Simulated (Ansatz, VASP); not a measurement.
## Pd: VASP beside Ansatz

```xyz
1
Lattice="0.0000 1.9808 1.9808 1.9808 0.0000 1.9808 1.9808 1.9808 0.0000" Properties=species:S:1:pos:R:3 pbc="T T T"
Pd    0.0000    0.0000    0.0000
```

Alike in both runs: task single point; functional PBE; k mesh 8 × 8 × 8; occupations gaussian, width 0.05 eV; no spin polarisation.

|  | VASP | Ansatz |
| --- | --- | --- |
| version | VASP 6.6.1 | Ansatz 0.2.0 |
| potentials or method | VASP PAW PBE potentials, release 64 (Pd) | scalar-relativistic, plane waves, PAW |
| plane-wave cutoff (eV) | 520 | 420 |
| valence electrons in the cell | 10 | 18 |

```csv
,VASP,Ansatz,Ansatz less VASP
gap on the k mesh at the Fermi level (eV),none,none,-
pressure (GPa),-1.9,-1.6,+0.27
```

A gap of «none» marks a metal or a gap that the smearing closes. The functional is the same, so the differences come from potentials, cutoffs and numerics. The two sets of potentials don't hold the same shells in valence.
